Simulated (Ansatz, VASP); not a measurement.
# BP in VASP and in Ansatz

```
CELL_PARAMETERS angstrom
0.00000 2.22290 2.26827
2.26827 0.00000 2.26827
2.26827 2.22290 0.00000
ATOMIC_POSITIONS crystal
B 0.00000 0.00000 0.00000
P 0.75000 0.75000 0.75000
```

Change from the starting cell: strain -0.0200 x Voigt [0, 1, 0, 0, 0, 0], atoms carried along.

Alike in both runs: task single point; functional r2SCAN; k mesh 10 × 10 × 10; occupations gaussian, width 0.05 eV; no spin polarisation.

|  | VASP | Ansatz |
| --- | --- | --- |
| version | VASP 6.6.1 | Ansatz 0.2.0 |
| potentials or method | VASP PAW PBE potentials, release 64 (B, P) | scalar-relativistic, plane waves, PAW |
| plane-wave cutoff (eV) | 520 | 500 |
| valence electrons in the cell | 8 | 8 |

|  | VASP | Ansatz | Ansatz less VASP |
| --- | --- | --- | --- |
| gap on the k mesh at the Fermi level (eV) | 1.10 | 1.07 | -0.029 |
| least direct gap on the mesh (eV) | 3.45 | 3.41 | -0.040 |
| pressure (GPa) | 3.0 | 3.5 | +0.53 |
| largest component of the traceless stress (GPa) | 3.86 | 3.84 | -0.018 |

With one functional, cell and mesh, what is left measures potentials, basis and numerics.

Caveats: the PAW data sets were made with another functional, which shifts forces and pressure a little (VASP). A k mesh can miss the band edges.
